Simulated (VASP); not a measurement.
Ta2C: single point with PBEsol

Crystal: Ta2C.

```
CELL_PARAMETERS angstrom
3.10590 0.00000 0.00000
-1.55295 2.68979 0.00000
0.00000 0.00000 4.94640
ATOMIC_POSITIONS crystal
Ta 0.33333 0.66667 0.25201
Ta 0.66667 0.33333 0.74799
C 0.00000 0.00000 0.00000
```

```yaml
Program: VASP 6.6.1
Task: single point
Functional: PBEsol
Potentials_or_basis: VASP PAW PBE potentials, release 64 (Ta_pv, C)
Cutoff: 520 eV
k_mesh: 15 × 15 × 8
Occupations: gaussian, width 0.1 eV
Spin: no spin polarisation
```

The pressure is -2.6 GPa and the largest force is 0.093 eV/Å. The band gap on the k mesh is none (metal or under the smearing width).

Forces on the atoms (eV/Å):
```
Ta   0.000  0.000  0.093
Ta   0.000  0.000 -0.093
C    0.000  0.000  0.000
```

Stress tensor (GPa, compression positive):
```
-2.44  0.00  0.00
 0.00 -2.44  0.00
 0.00  0.00 -3.01
```

Levels at points of the mesh, in eV from the Fermi level:
```tsv
k point	band 9	band 10	band 11	band 12	band 13	band 14	band 15	band 16	band 17	band 18
(0.00, 0.00, 0.00)	-3.59	-3.59	-3.00	-0.02	0.50	0.50	1.13	1.13	2.39	2.39
(0.00, 0.00, 0.50)	-3.83	-3.83	-1.78	-1.57	-0.28	-0.28	2.92	2.92	3.47	3.47
```

Run time: 2.6 min on 1 thread of Intel(R) Xeon(R) Platinum 8488C (Sapphire Rapids), with other jobs on the host, peak memory 0.26 GiB.

Caveat: the PAW data sets were made with another functional, which shifts forces and pressure a little. Spin-orbit coupling is left out, which matters for the levels of Ta.
